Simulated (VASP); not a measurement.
Crystal: Nb.

```
Nb
1.0
     2.94168    0.00000    0.00000
    -1.47084    2.54757    0.00000
     0.00000    0.00000    4.80377
Nb
2
Cartesian
  0.0000 1.6984 1.2009
  1.4708 0.8492 3.6028
```

This isn't the form of Nb at room conditions, which is bcc.

| Quantity | Value |
| --- | --- |
| Program | VASP 6.6.1 |
| Task | relaxation of cell and atoms |
| Functional | r2SCAN |
| Potentials or basis | VASP PAW PBE potentials, release 64 (Nb_sv) |
| Cutoff | 600 eV |
| k mesh | 18 × 18 × 10 |
| Occupations | gaussian, width 0.1 eV |
| Spin | no spin polarisation |

At the start: pressure 5.3 GPa; volume 18.00 Å³/atom.

Question: How do energy, volume and symmetry change on relaxing?

Answer: Over 12 steps the energy falls by 73.5 meV/atom and the volume is 18.54 Å³/atom (+3.0 %); space group P6_3/mmc (No. 194, to 0.05 Å).

The path:
```csv
step,energy change (eV),largest force (eV/Å),pressure (GPa),volume (Å³)
1,0.0000,0.0000,5.26,36.00
2,-0.0479,0.0000,-8.34,39.13
3,-0.0643,0.0000,-4.33,38.07
4,-0.1318,0.0000,-3.93,37.97
5,-0.1372,0.0000,-3.63,37.93
6,-0.1415,0.0000,2.87,36.45
7,-0.1470,0.0000,-0.03,37.08
8,-0.1470,0.0000,0.05,37.06
9,-0.1471,0.0000,0.06,37.06
10,-0.1471,0.0000,0.07,37.06
11,-0.1471,0.0000,-0.06,37.09
12,-0.1471,0.0000,0.00,37.07
```

Final structure:
```
Nb
1.0
     2.85785    0.00000    0.00000
    -1.42893    2.47497    0.00000
     0.00000    0.00000    5.24156
Nb
2
Direct
  0.33333 0.66667 0.25000
  0.66667 0.33333 0.75000
```

Caveat: the PAW data sets were made with another functional, which shifts forces and pressure a little.
